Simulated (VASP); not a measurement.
Wanted: the native input for a VASP 6.6.1 run.

```
Task                   : relaxation of cell and atoms
Functional             : LDA
Potentials or basis    : VASP PAW LDA potentials, release 64 (S)
Cutoff                 : 600 eV
k mesh                 : 19 × 19 × 19
Occupations            : methfessel-paxton, width 0.1 eV
Spin                   : no spin polarisation
Target pressure        : 173 GPa
Further INCAR settings : ALGO = Normal; EDIFF = 1e-06; IBRION = 2; EDIFFG = -0.01; NSW = 90; ISIF = 3
Target pressure        : 173 GPa
```

The structure of S lies in POSCAR:

```
S
1.0
    1.6385000000      0.9459884161      0.8613333333
   -1.6385000000      0.9459884161      0.8613333333
    0.0000000000     -1.8919768321      0.8613333333
S
1
Direct
    0.0000000000      0.0000000000      0.0000000000
```

This isn't the form of S at room conditions, which is orthorhombic, of S8 rings.

The input as run:

INCAR

```
SYSTEM = S
ALGO = Normal ; EDIFF = 1E-6
EDIFFG = -0.01 ; ENCUT = 600
IBRION = 2 ; ISIF = 3
ISMEAR = 1 ; LASPH = .TRUE.
LCHARG = .FALSE. ; LREAL = .FALSE.
LWAVE = .FALSE. ; NELM = 80
NSW = 90 ; PREC = Accurate
PSTRESS = 1730.0 ; SIGMA = 0.1
```

KPOINTS

```
k-points
0
G
  19 19 19
  0 0 0
```

Potentials or basis: VASP PAW LDA potentials, release 64 (S).

The run is started by

```console
$ cat potpaw_LDA.64/S/POTCAR > POTCAR
$ mpirun -np 1 vasp_std > vasp.out
```

Results of the run:

```
Relaxed volume                                         : 8.38 Å³/atom
Relaxed cell                                           : a = 2.111 Å, b = 2.111 Å, c = 2.111 Å, α = 104.12°, β = 104.12°, γ = 104.12°
Space group after relaxing (to 0.05 Å)                 : R-3m (No. 166)
Energy change on relaxing (the enthalpy is what falls) : -430.4 meV/atom
Ionic steps                                            : 8
Pressure after relaxing                                : 172.9 GPa
Band gap on the k mesh                                 : none (metal or under the smearing width)
```

Caveat: the cell is relaxed towards a set pressure, so the enthalpy falls and the energy may rise.

It took 2.5 min on 1 thread of Intel(R) Xeon(R) Platinum 8259CL CPU @ 2.50GHz (Skylake/Cascade Lake), with other jobs on the host, peak memory 0.15 GiB.
